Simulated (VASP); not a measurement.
# Ru (P6_3/mmc) in VASP: notebook, part 2 of 2

VASP 6.6.1. Earlier steps stand in the parts before.

### Step 5. Single point, PBEsol (grid = ENCUT=650 dk=0.35 cell=2x2x2 ISMEAR=1 SIGMA=0.1 LREAL=Auto EDIFF=1e-06)

Input file INCAR:

```
PREC = Accurate
ENCUT = 650
EDIFF = 1E-6
ISMEAR = 1
SIGMA = 0.1
LREAL = Auto
LASPH = T
NELM = 120
ALGO = Fast
ISIF = 2
LWAVE = F
LCHARG = F
GGA = PS
NBANDS = 127
```

Input file KPOINTS:

```
regular mesh
0
Gamma
  4 4 3
```

Input file POSCAR:

```
Ru
1.0
    5.4116000000      0.0000000000      0.0000000000
   -2.7058000000      4.6865830752      0.0000000000
    0.0000000000      0.0000000000      8.5638000000
Ru
16
Direct
    0.3333333334      0.1666666666      0.3750000000
    0.3333333334      0.1666666666      0.8750000000
    0.3333333334      0.6666666666      0.3750000000
    0.3333333334      0.6666666666      0.8750000000
    0.8333333333      0.1666666666      0.3750000000
    0.8333333333      0.1666666666      0.8750000000
    0.8333333333      0.6666666666      0.3750000000
    0.8333333333      0.6666666666      0.8750000000
    0.1666666666      0.3333333334      0.1250000000
    0.1666666666      0.3333333334      0.6250000000
    0.1666666666      0.8333333333      0.1250000000
    0.1666666666      0.8333333333      0.6250000000
    0.6666666666      0.3333333334      0.1250000000
    0.6666666666      0.3333333334      0.6250000000
    0.6666666666      0.8333333333      0.1250000000
    0.6666666666      0.8333333333      0.6250000000
```

Potentials or basis: VASP PAW PBE potentials, release 64 (Ru_pv).

Launch:

```
cat potpaw_PBE.64/Ru_pv/POTCAR > POTCAR
mpirun -np 1 vasp_std > vasp.out
```

OUTCAR:

```text
PREC = Accurate
   ENCUT = 650
   EDIFF = 1E-6
   ISMEAR = 1
   LREAL = Auto
   LASPH = T
   NELM = 120
   ISIF = 2
   GGA = PS

 Found      8 irreducible k-points:

 Following reciprocal coordinates:
            Coordinates               Weight
  0.000000  0.000000  0.000000      1.000000
  0.250000  0.000000  0.000000      6.000000
  0.500000  0.000000  0.000000      3.000000
  0.250000  0.250000  0.000000      6.000000
  0.000000  0.000000  0.333333      2.000000
  0.250000  0.000000  0.333333     12.000000
   k-points           NKPTS =      8   k-points in BZ     NKDIM =      8   number of bands    NBANDS=    127
   number of dos      NEDOS =    301   number of ions     NIONS =     16
   total plane-waves  NPLWV = 165888
   dimension x,y,z NGX =    48 NGY =   48 NGZ =   72
   dimension x,y,z NGXF=    96 NGYF=   96 NGZF=  144
   ions per type =              16
   NGX,Y,Z   is equivalent  to a cutoff of  14.75, 14.75, 13.98 a.u.
   NGXF,Y,Z  is equivalent  to a cutoff of  29.49, 29.49, 27.95 a.u.
 SYSTEM =  unknown system
   PREC   = accura    normal or accurate (medium, high low for compatibility)
   ISTART =      0    job   : 0-new  1-cont  2-samecut
   ICHARG =      2    charge: 1-file 2-atom 10-const
   ISPIN  =      1    spin polarized calculation?
   LNONCOLLINEAR =      F non collinear calculations
   LSORBIT =      F    spin-orbit coupling
   LASPH  =      T    aspherical Exc in radial PAW
   ENCUT  =  650.0 eV  47.77 Ry    6.91 a.u.  11.25 11.25 17.80*2*pi/ulx,y,z
   NELM   =    120;   NELMIN=  2; NELMDL= -5     # of ELM steps
   EDIFF  = 0.1E-05   stopping-criterion for ELM
   LREAL  =      T    real-space projection
   EDIFFG = 0.1E-04   stopping-criterion for IOM
   NSW    =      0    number of steps for IOM
   IBRION =     -1    ionic relax: 0-MD 1-quasi-New 2-CG
   NFREE  =      0    steps in history (QN), initial steepest desc. (CG)
   ISIF   =      2    stress and relaxation
   ISYM   =      2    0-nonsym 1-usesym 2-fastsym
   POTIM  = 0.5000    time-step for ionic-motion
   TEBEG  =    0.0;   TEEND  =   0.0 temperature during run
   PSTRESS=    0.0 pullay stress
   NELECT =     224.0000    total number of electrons
[... 17 lines left out ...]
   LEPSILON=     F    determine dielectric tensor
   LRPA    =     F    only Hartree local field effects (RPA)
 non-spin polarized calculation
 RMM-DIIS sequential band-by-band and
 Methfessel and Paxton  Order N= 1 SIGMA  =   0.10
  energy-cutoff  :      650.00
  volume of cell :      217.19
 maximum number of plane-waves:      8181
 NGX is ok and might be reduce to    48
   NGX = 23   NGY = 23   NGZ = 35

 number of electron     224.0000014 magnetization

 Free energy of the ion-electron system (eV)
  ---------------------------------------------------
  ext. energy  EPLUGINS =         0.00000000
  ---------------------------------------------------
  free energy    TOTEN  =      -162.78326344 eV

  energy without entropy =     -162.75747899  energy(sigma->0) =     -162.77466862

 E-fermi :  12.6475     XC(G=0): -14.2801

 val. band max:       12.6352520908   @ k =   0.2500   0.0000   0.3333
 cond. band min:      12.6540350346   @ k =   0.2500   0.2500   0.3333
 fundamental gap:      0.0187829439
 Fermi energy:        12.6475415230

 k-point     1 :       0.0000    0.0000    0.0000
  band No.  band energies     occupation
      1     -30.9007      2.00000
      2     -30.7869      2.00000
      3     -30.7869      2.00000
      4     -30.7869      2.00000
      5     -30.7869      2.00000
      6     -30.7869      2.00000
[... 751 lines left out ...]
    123      13.9529     -0.00000
    124      13.9536     -0.00000

 [... further k-points ...]

 [bands above 124 left out]

------------------------ aborting loop because EDIFF is reached ----------------------------------------

  FORCE on cell =-STRESS in cart. coord.  units (eV):
  Direction    XX          YY          ZZ          XY          YZ          ZX
  --------------------------------------------------------------------------------------
  -------------------------------------------------------------------------------------
  Total       -8.4310131     -8.4310131     -9.9611017      0.0000000     -0.0000000      0.0000000
  in kB      -62.1930452    -62.1930452    -73.4800479      0.0000000     -0.0000000      0.0000000
  external PRESSURE =     -65.9553794 kB  Pullay stress =       0.0000000 kB

 VOLUME and BASIS-vectors are now :
 -----------------------------------------------------------------------------
  energy-cutoff  :      650.00
  volume of cell :      217.19
      direct lattice vectors                 reciprocal lattice vectors
     5.411600000  0.000000000  0.000000000     0.184788233  0.106687536  0.000000000
    -2.705800000  4.686583075  0.000000000     0.000000000  0.213375072  0.000000000
     0.000000000  0.000000000  8.563800000     0.000000000  0.000000000  0.116770592

 POSITION                                       TOTAL-FORCE (eV/Angst)
 -----------------------------------------------------------------------------------
      1.35290      0.78110      3.21143         0.000000     -0.000000      0.000000
      1.35290      0.78110      7.49333         0.000000      0.000000      0.000000
      0.00000      3.12439      3.21143        -0.000000      0.000000      0.000000
      0.00000      3.12439      7.49333         0.000000      0.000000     -0.000000
      4.05870      0.78110      3.21143        -0.000000      0.000000      0.000000
      4.05870      0.78110      7.49333        -0.000000      0.000000      0.000000
[... 8 lines left out ...]
      1.35290      3.90549      1.07048         0.000000     -0.000000     -0.000000
      1.35290      3.90549      5.35238        -0.000000     -0.000000     -0.000000
 -----------------------------------------------------------------------------------
    total drift:                                0.000001      0.000002      0.000000

  FREE ENERGIE OF THE ION-ELECTRON SYSTEM (eV)
  ---------------------------------------------------
  free  energy   TOTEN  =      -162.7832634402 eV

  energy  without entropy=     -162.7574789886  energy(sigma->0) =     -162.77466862
```

stdout:

```text
POSCAR found type information on POSCAR Ru
 POSCAR found :  1 types and      16 ions
 scaLAPACK will be used
 -----------------------------------------------------------------------------
|                                                                             |
|                                                                             |
|     You enforced a specific xc type in the INCAR file but a different       |
|     I HOPE YOU KNOW WHAT YOU ARE DOING!                                     |
|                                                                             |
 -----------------------------------------------------------------------------

 LDA part: xc-table for (Slater+PW92), standard interpolation
 POSCAR, INCAR and KPOINTS ok, starting setup
 FFT: planning ... GRIDC
 FFT: planning ... GRID_SOFT
 FFT: planning ... GRID
 WAVECAR not read
 entering main loop
```

Run time: 7.7 min. Hardware: 1 thread of Intel Xeon 6975P-C (Granite Rapids), shared host; peak memory 0.49 GiB.

The run converged, but some of its settings lie outside the range that counts as converged, so its numbers aren't taken as properties of the crystal.

What came out:

- Free energy: -162.7833 eV
- Pressure: -6.6 GPa
- Band gap on the k mesh: none (metal or under the smearing width)

Caveat: the PAW data sets were made with another functional, which shifts forces and pressure a little.
